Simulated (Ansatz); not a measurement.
# 1T-IrSSe monolayer in a perpendicular field, part 2 of 2

Wanted: the out-of-plane response of the 1T-IrSSe monolayer. A positive field points along +c.

Ansatz 0.2.0; plane-wave DFT, PBE-D3(BJ), Ansatz PAW.

So far. Step 2 (Relaxation): The lattice constant a goes from 3.456 to 3.598 Å.

### 3. Atoms held, field 0

A sawtooth potential applies the field, turning back in the middle of the vacuum. With the dipole correction the typed value is the field outside the slab. The induced dipole is small, so the SCF threshold is tight.

The cell differs from the one that the last finished run ended in (c 36.408 → 20.511 Å).

Contents of input.yaml:

```yaml
crystal:
  lattice:
    - [3.5977455777, 0.0, 0.0]
    - [-1.7988727888, 3.1157390666, 0.0]
    - [0.0, 0.0, 20.5113238298]
  atoms:
    - { symbol: Se, position: [0.6666666667, 0.3333333333, 0.438782015] }
    - { symbol: Ir, position: [0.0, 0.0, 0.5095046773] }
    - { symbol: S, position: [0.3333333333, 0.6666666667, 0.561217985] }
kpoints:
  mp_grid: { grid: [18, 18, 1] }
  band_path:
    path: [[0, 0, 0], [0.5, 0, 0], [0.33333333, 0.33333333, 0], [0, 0, 0]]
    npoints: 16
hamiltonian:
  xc: pbe
  dispersion: d3bj
scf:
  occupations: { method: fermi_dirac, width: 0.02585 }
  convergence: { dr2_threshold: 1.0e-10 }
efield:
  axis: 3
  dipole_correction: true
  ramp_position: 0.97
  ramp_width: 0.06
  amplitude: 0
output:
  dos: { projected: true, e_range: [-6, 5] }
  write_potential: true
  write_density: true
  volumetric_format: npy
  elf: true
```

Started as:

```
> ansatz run input.yaml --threads 2 --pin off --max-ram 3072MiB --backend cpu --events-out ev --progress --plain --runs-dir out
```

Numbers of over 12 decimals in the logs are rounded to 6 here.

Log:

```text
[...]
Crystal: 3 atoms, lattice volume = 229.924 Å³
Basis set: ecut = 420 eV, 4425 PW (Γ)
Bands: 24, of which v1, the nominal top of the filled ones, is band 20 counted from 1 (19 counted from 0)
Symmetry: 6 space group operations
[...]
k-points: 37 of 324 (time reversal used)
[...]
SCF iter   1: F=—  HF=-18307.962038 eV  |F-HF|=—  |Δ(HF+E_count)|=         —  Δρ=3.79e-3  dr2=9.00e-2  ethr=1.77e-3  p=-0.039 e·Å  D=-3.03e-2 V/Å  ΔV_dip=0.62 eV  dr2_dipole=2.36e-2  V_vac-E_F(+/−)=5.50/4.88 eV  ⟨swp⟩=9.4  Hψ=4836  notcnv=0
efield: sawtooth ramp at fractional position 0.9700 (set: `efield.ramp_position`, or a place that a band, a saddle search or an elastic batch's reference lends), width 0.0600; the density the first Hamiltonian is built on has a dipole p = -0.039 e·Å; the dipole correction subtracts the counter field D = -3.03e-2 V/Å, which shifts the + side's vacuum level by +0.62 eV against the − side's; the planar-averaged density in the ramp window peaks in size at 1.3e-5 e/Å³
[...]
SCF iter   2: F=—  HF=-18307.954855 eV  |F-HF|=—  |Δ(HF+E_count)|=   7.18e-3  Δρ=1.68e-3  dr2=1.03e-2  ethr=2.31e-4  p=-0.003 e·Å  D=-2.57e-3 V/Å  ΔV_dip=0.05 eV  dr2_dipole=4.63e-4  V_vac-E_F(+/−)=5.47/5.42 eV  ⟨swp⟩=3.2  Hψ=1587  notcnv=0
[...]
SCF iter  11: F=-18307.952838 eV  HF=-18307.952838 eV  |F-HF|=1.46e-11  |Δ(HF+E_count)|=  2.84e-10  Δρ=6.32e-8  dr2=1.01e-11  ethr=1.00e-12  p=0.002 e·Å  D=1.37e-3 V/Å  ΔV_dip=-0.03 eV  dr2_dipole=4.87e-13  V_vac-E_F(+/−)=5.38/5.41 eV  ⟨swp⟩=3.3  Hψ=2164  notcnv=0
SCF 1 converged in 11 iterations: F = -18307.952838 eV  dr2 = 1.01e-11
[...]
NSCF: frozen V_eff on 49 k-points
efield: sawtooth ramp at fractional position 0.9700 (kept from the solve that this one continues, or follows in the run), width 0.0600; the density the first Hamiltonian is built on has a dipole p = 0.002 e·Å; the dipole correction subtracts the counter field D = 1.37e-3 V/Å, which shifts the + side's vacuum level by -0.03 eV against the − side's; the planar-averaged density in the ramp window peaks in size at 8.3e-6 e/Å³
WARN: The output density's exchange-correlation potential varies sharply where the density is thin. Do not read a vacuum level from v_tot or v_xc, or from such a field of the output density. On a cell that repeats whose density bears no net charge and no dipole along the vacuum's axis use v_es (v_loc + v_h of the components); under efield.dipole_correction with no amplitude use v_es + v_field, which holds any externa [...]
SCF converged after 11 iterations
Free energy (F): -18307.952838 eV
[...]
Internal energy: -18307.946056 eV  (E = F + TS)
E sigma→0 (E₀):  -18307.949447 eV
Entropy (-TS):   -0.006782 eV (-2.261 meV/atom)
Fermi energy:    -1.124130 eV
Dipole field:    D = 0.001365 V/Å  (p = 0.001735 e·Å, saw-weighted, corrected)
Work function:   Φ+ = 5.3833 eV   Φ− = 5.4113 eV
Levels:          The Fermi level and band energies are counted from a zero that moves with the ramp; work functions are not
[...]
--- Band table (eV; the first three rows and the last of 37) ---
  k-point 0: bands = [... 16 lower, -2.6198, -1.4412, -1.4412, -1.3930, 2.4394, 2.4394, 3.3842, 3.8718]
  k-point 1: bands = [... 16 lower, -2.5843, -1.8299, -1.3958, -1.0519, 2.1700, 2.3713, 3.4833, 3.9356]
  k-point 2: bands = [... 16 lower, -2.5920, -2.0671, -1.2973, -0.8090, 1.6210, 2.2054, 3.7304, 4.0956]
  k-point 36: bands = [... 16 lower, -4.0881, -2.7886, -1.8830, -1.2008, 0.6560, 1.6826, 5.3566, 6.8607]
```

It took 18 s on 2 threads of Arm Neoverse V1, shared host; peak memory 0.56 GiB; 36 s of CPU time.

This step gave:

* energy at zero smearing: -18307.9494 eV
* work function, upper face: 5.383 eV
* work function, lower face: 5.411 eV
* dipole along the normal: 0.001735 e·Å
* step between the vacuum levels: -0.02800 eV

Running mean over a fixed 2.7 Å (it still follows the layers) of the planar mean; the ramp of the sawtooth is left out. Table of electron's electrostatic potential energy less the Fermi level by z:

z (Å), electron's electrostatic potential energy less the Fermi level (eV) and a bar from the least value:
```
      3.0       5.41 ##############################
      3.5       5.41 ##############################
      4.0       5.41 ##############################
      4.5       5.41 ##############################
      5.0       5.41 ##############################
      5.5       5.40 ##############################
      6.0       5.36 ##############################
      6.5       5.21 ##############################
      7.0       4.54 ############################
      7.5       3.11 #########################
      8.0       1.44 ######################
      8.5      -0.65 #################
      9.0      -3.52 ###########
      9.5      -6.57 #####
     10.0      -8.40 #
     10.5      -8.95 
     11.0      -8.24 #
     11.5      -5.93 ######
     12.0      -2.64 #############
     12.5       0.63 ####################
     13.0       3.10 #########################
     13.5       4.73 #############################
     14.0       5.25 ##############################
     14.5       5.36 ##############################
     15.0       5.38 ##############################
     15.5       5.38 ##############################
     16.0       5.38 ##############################
     16.5       5.38 ##############################
     17.0       5.38 ##############################
     17.5       5.38 ##############################
```

The density of states has structure finer than the step of the table below, so its rows give means over 0.2 eV, whole bins alone (the curve runs from -6 to 1.99 eV). Peaks (eV: height): -5.70: 6.83, -5.09: 7.34, -3.90: 18.0, -3.19: 7.36, -1.48: 12.7, -0.84: 7.41, -0.07: 6.73.

Density of states against energy, zero at the Fermi level; means over each step:

energy (eV), density of states (states/eV a cell) and a bar:
```
     -5.8        2.7 ###############
     -5.6        2.4 #############
     -5.4        1.9 ##########
     -5.2        5.3 #############################
     -5.0        4.9 ###########################
     -4.8        4.2 #######################
     -4.6        1.6 ########
     -4.4        1.3 #######
     -4.2        0.2 #
     -4.0        5.1 ############################
     -3.8        2.9 ################
     -3.6        0.7 ####
     -3.4        1.4 ########
     -3.2        3.6 ###################
     -3.0        2.2 ############
     -2.8        2.8 ###############
     -2.6        2.0 ###########
     -2.4        1.7 #########
     -2.2        2.1 ###########
     -2.0        1.5 ########
     -1.8        2.6 ##############
     -1.6        2.7 ###############
     -1.4        5.5 ##############################
     -1.2        2.8 ###############
     -1.0        3.2 #################
     -0.8        3.6 ####################
     -0.6        1.5 ########
     -0.4        1.9 ##########
     -0.2        3.7 ####################
      0.0        3.0 ################
      0.2        1.9 ###########
      0.4        2.0 ###########
      0.6        0.0 
      0.8        0.0 
      1.0        0.0 
      1.2        0.0 
      1.4        0.0 
      1.6        0.0 
      1.8        0.5 ###
```

Projected DOS per atom over height of the atomic layer and energy from the Fermi level. Layers: Se Ir S from below.

Ten even steps from '0' (0.00 states/eV) to '9' (3.11 states/eV), each cell a mean:
```
010
000
000
000
111
242
231
232
252
291
240
211
131
241
232
110
352
101
233
375
021
134
```
Columns: height of the atomic layer (Å) from 9 to 11.5 (not evenly spaced); rows upwards: energy from the Fermi level (eV) from -5.96 to 1.96.

The electronic bands at the labelled points (eV, zero at the Fermi level):

```tsv
point	band 17	band 18	band 19	band 20	band 21	band 22	band 23	band 24
Γ	-1.50	-0.32	-0.32	-0.27	3.56	3.56	4.51	5.00
halfway	-1.84	-0.82	-0.20	0.17	1.95	3.01	5.56	5.87
M	-2.28	-1.39	-1.36	-1.16	2.97	3.18	5.17	6.19
halfway	-2.48	-1.53	-1.15	-0.29	2.25	2.94	5.89	7.26
K	-2.96	-1.66	-0.76	-0.08	1.78	2.81	6.48	7.98
halfway	-1.71	-1.05	-0.37	0.28	2.18	2.37	6.10	6.13
Γ	-1.50	-0.32	-0.32	-0.27	3.56	3.56	4.51	5.00
```

ELF in the ca plane at fractional y = 0.000, with atoms of Ir within 0.2 Å of it. It is the smooth field of the valence electrons, not physical close to the nuclei.

Values, 5 rows by 16 columns, each cell a mean:
```
0.00 0.00 0.00 0.00 0.01 0.10 0.30 0.57 0.41 0.15 0.01 0.00 0.00 0.00 0.00 0.00
0.00 0.00 0.00 0.01 0.15 0.48 0.50 0.29 0.44 0.40 0.08 0.00 0.00 0.00 0.00 0.00
0.00 0.00 0.00 0.02 0.27 0.66 0.59 0.24 0.54 0.57 0.16 0.01 0.00 0.00 0.00 0.00
0.00 0.00 0.00 0.01 0.09 0.35 0.43 0.35 0.38 0.30 0.05 0.00 0.00 0.00 0.00 0.00
0.00 0.00 0.00 0.00 0.01 0.06 0.30 0.58 0.47 0.15 0.01 0.00 0.00 0.00 0.00 0.00
```
Columns run along c (16.0 Å, from fractional 0.15 to 0.93 of the cell), rows up along a (3.6 Å). Atoms in or near the plane, at fractional coordinates: Ir at (0.51, 0.00).

Valence density in the ca plane at fractional y = 0.000, with atoms of Ir within 0.2 Å of it. It is the smooth field of the valence electrons, not physical close to the nuclei.

Values in e/Å³, 5 rows by 16 columns, each cell a mean:
```
0.0 0.0 0.0 0.0 0.0 0.0 0.5 5.0 1.8 0.1 0.0 0.0 0.0 0.0 0.0 0.0
0.0 0.0 0.0 0.0 0.0 0.1 0.3 0.6 0.4 0.1 0.0 0.0 0.0 0.0 0.0 0.0
0.0 0.0 0.0 0.0 0.0 0.2 0.4 0.2 0.4 0.2 0.0 0.0 0.0 0.0 0.0 0.0
0.0 0.0 0.0 0.0 0.0 0.1 0.3 1.1 0.6 0.1 0.0 0.0 0.0 0.0 0.0 0.0
0.0 0.0 0.0 0.0 0.0 0.0 0.6 6.5 2.5 0.1 0.0 0.0 0.0 0.0 0.0 0.0
```
Columns run along c (16.0 Å, from fractional 0.15 to 0.93 of the cell), rows up along a (3.6 Å). Atoms in or near the plane, at fractional coordinates: Ir at (0.51, 0.00).

Electrostatic potential energy in the ca plane at fractional y = 0.000, with atoms of Ir within 0.2 Å of it. With pseudopotentials it is smooth inside the atoms' cores, unlike the true potential.

Ten even steps from '0' (-39 eV) to '9' (4 eV), each cell a mean:
```
99999999999999999999971000279999999999999999
99999999999999999999985101689999999999999999
99999999999999999998888777889999999999999999
99999999999999999998788988888999999999999999
99999999999999999987778998888999999999999999
99999999999999999998888888889999999999999999
99999999999999999999987435789999999999999999
99999999999999999999973000389999999999999999
99999999999999999999961000179999999999999999
```
Columns run along c (16.0 Å, from fractional 0.08 to 0.86 of the cell; values clipped at the 3rd and 97th percentile), rows up along a (3.6 Å). Atoms in or near the plane, at fractional coordinates: Ir at (0.51, 0.00).

The work function of the upper face is 5.38 eV.

### 4. Single point, field 0.1 V/Å

input.yaml, as its differences from that of step 3:

```diff
@@ -25,5 +25,4 @@
   ramp_width: 0.06
-  amplitude: 0
+  amplitude: 0.1
 output:
-  dos: { projected: true, e_range: [-6, 5] }
   write_potential: true
@@ -31,2 +30 @@
   volumetric_format: npy
-  elf: true
```

Log:

```text
[...]
Crystal: 3 atoms, lattice volume = 229.924 Å³
Basis set: ecut = 420 eV, 4425 PW (Γ)
Bands: 24, of which v1, the nominal top of the filled ones, is band 20 counted from 1 (19 counted from 0)
Symmetry: 6 space group operations
[...]
k-points: 37 of 324 (time reversal used)
[...]
--- Band table (eV; the first three rows and the last of 37) ---
  k-point 0: bands = [... 16 lower, -2.6383, -1.4488, -1.4488, -1.3911, 2.4331, 2.4331, 3.2705, 3.9983]
  k-point 1: bands = [... 16 lower, -2.6026, -1.8345, -1.4033, -1.0531, 2.1639, 2.3650, 3.3569, 4.0633]
  k-point 2: bands = [... 16 lower, -2.6064, -2.0764, -1.3048, -0.8093, 1.6151, 2.1991, 3.5764, 4.2414]
  k-point 36: bands = [... 16 lower, -4.0973, -2.7925, -1.8934, -1.2046, 0.6444, 1.6777, 5.3382, 6.8698]
[key lines of the parts left out:]
SCF converged after 12 iterations
Free energy (F): -18307.954440 eV
Fermi energy:    -1.128628 eV
Dipole field:    D = 0.023856 V/Å  (p = 0.030312 e·Å, saw-weighted, corrected)
```

Wall time 19 s (2 threads); peak memory 0.55 GiB; 37 s of CPU time.

The dipole is 0.0303 e·Å, 0.0286 e·Å from its value without field.

### 5. Single point, field -0.1 V/Å

input.yaml, as its differences from that of step 4:

```diff
@@ -25,3 +25,3 @@
   ramp_width: 0.06
-  amplitude: 0.1
+  amplitude: -0.1
 output:
```

Log:

```text
[...]
Crystal: 3 atoms, lattice volume = 229.924 Å³
Basis set: ecut = 420 eV, 4425 PW (Γ)
Bands: 24, of which v1, the nominal top of the filled ones, is band 20 counted from 1 (19 counted from 0)
Symmetry: 6 space group operations
[...]
k-points: 37 of 324 (time reversal used)
[...]
--- Band table (eV; the first three rows and the last of 37) ---
  k-point 0: bands = [... 16 lower, -2.6023, -1.4347, -1.4347, -1.3960, 2.4448, 2.4448, 3.3840, 3.7571]
  k-point 1: bands = [... 16 lower, -2.5671, -1.8263, -1.3892, -1.0517, 2.1750, 2.3767, 3.4748, 3.8397]
  k-point 2: bands = [... 16 lower, -2.5788, -2.0588, -1.2908, -0.8097, 1.6257, 2.2108, 3.6954, 4.0470]
  k-point 36: bands = [... 16 lower, -4.0799, -2.7858, -1.8736, -1.1981, 0.6667, 1.6865, 5.3728, 6.8430]
[key lines of the parts left out:]
SCF converged after 12 iterations
Free energy (F): -18307.954092 eV
Fermi energy:    -1.120613 eV
Dipole field:    D = -0.021101 V/Å  (p = -0.026811 e·Å, saw-weighted, corrected)
```

The job ended after 19 s (2 threads; peak memory 0.55 GiB).

The dipole is -0.0268 e·Å, -0.0285 e·Å from its value without field.

### 6. Response, atoms held

This step: plane-wave DFT, PBE-D3(BJ), Ansatz PAW; response to a field along the normal, atoms held (Ansatz 0.2.0).

The dipoles give the slope, and the difference of two potentials shows where the field is screened.

Numbers from this step:

- equivalent conductor thickness p/(ε₀AE): 4.611 Å
- distance between the outer atoms: 2.511 Å

The dipole of the cell by applied field:

```tsv
applied field (V/Å)	dipole of the cell (e·Å)
-0.1000	-0.0268
0.0000	0.00173
0.1000	0.0303
```

Local field over the applied field, running mean. From the potentials at -0.1 and 0.1 V/Å; running mean over 2.5 Å. The local field over applied field by z:

```tsv
z (Å)	local field over applied field
4.13	0.999
4.42	0.998
4.84	0.996
5.13	0.993
5.41	0.987
5.84	0.970
6.12	0.949
6.41	0.915
6.84	0.831
7.12	0.752
7.41	0.662
7.83	0.515
8.12	0.413
8.40	0.314
8.83	0.184
9.12	0.119
9.40	0.0728
9.83	0.0366
10.11	0.0282
10.40	0.0300
10.68	0.0429
11.11	0.0941
11.40	0.153
11.68	0.229
12.11	0.369
12.39	0.469
12.68	0.571
13.10	0.720
13.39	0.809
13.67	0.880
14.10	0.947
14.39	0.970
14.67	0.984
15.10	0.994
15.38	0.997
15.67	0.998
16.10	0.999
16.38	1.000
```

Electrons, planar mean, per unit field. The induced electron density by z:

```tsv
z (Å)	induced electron density (e/Å³ per V/Å)
4.13	3.5e-6
4.42	6.6e-6
4.84	1.7e-5
5.13	3.2e-5
5.41	5.9e-5
5.84	1.4e-4
6.12	2.5e-4
6.41	4.3e-4
6.84	9.4e-4
7.12	0.00151
7.41	0.00228
7.83	0.00332
8.12	0.00314
8.40	0.00205
8.83	0.00120
9.12	9.9e-4
9.40	7.1e-4
9.83	-4.4e-4
10.11	-3.0e-4
10.40	8.5e-5
10.68	-2.0e-4
11.11	-4.9e-4
11.40	-5.1e-4
11.68	-8.9e-4
12.11	-0.00318
12.39	-0.00383
12.68	-0.00329
13.10	-0.00182
13.39	-0.00108
13.67	-6.1e-4
14.10	-2.5e-4
14.39	-1.3e-4
14.67	-6.7e-5
15.10	-2.5e-5
15.38	-1.2e-5
15.67	-6.2e-6
16.10	-2.2e-6
16.38	-1.1e-6
```

By hand: between -0.1 and 0.1 V/Å the dipole changes by 0.05712 e·Å, a slope of 0.2856 e·Å²/V. A perfect conductor of thickness t has p = ε₀AEt, so t = 180.95 × 0.2856 / 11.210 = 4.61 Å (e/ε₀ = 180.95 V·Å, A in Å²).

The induced dipole is that of a conductor 4.61 Å thick.

### 7. Summary of results

| Item | Value |
| --- | --- |
| gap without field | none |
| work function, upper face | 5.38 eV |
| step between the vacuum levels | -0.0280 eV |
| equivalent conductor thickness, atoms held | 4.61 Å |

What this shows: The induced dipole equals that of a perfect conductor 4.61 Å thick, while the outer atoms lie 2.51 Å apart. The two faces differ: the vacuum level above lies 0.03 eV lower than the one below. There is no gap over 0.03 eV, with or without the field. The first relaxation ran with spin and lost its moment, and the later runs have none; other magnetic states were not tried. Spin-orbit coupling is left out, which matters for the bands of elements this heavy.

[Logs are printed without paths, hosts, clocks, repeated set-up lines and the standing remarks that a program may print on its own settings, such as how far it seeks lower states.]

[Hosts, paths, dates, database ids (printed as entryN), source tags and the programs' standing remarks are cut or masked in the printed files.]

[Maps of the electrostatic potential energy from Ansatz leave out the sawtooth potential of an applied field or a dipole correction, so their vacuum need not be flat; planar profiles and work functions include it.]

[The density of states shown here was stored with 400 of the rows of the run's finer table, so its peaks can read low, often by over a quarter, or be missed, and its means over a window can be off by a tenth or more.]
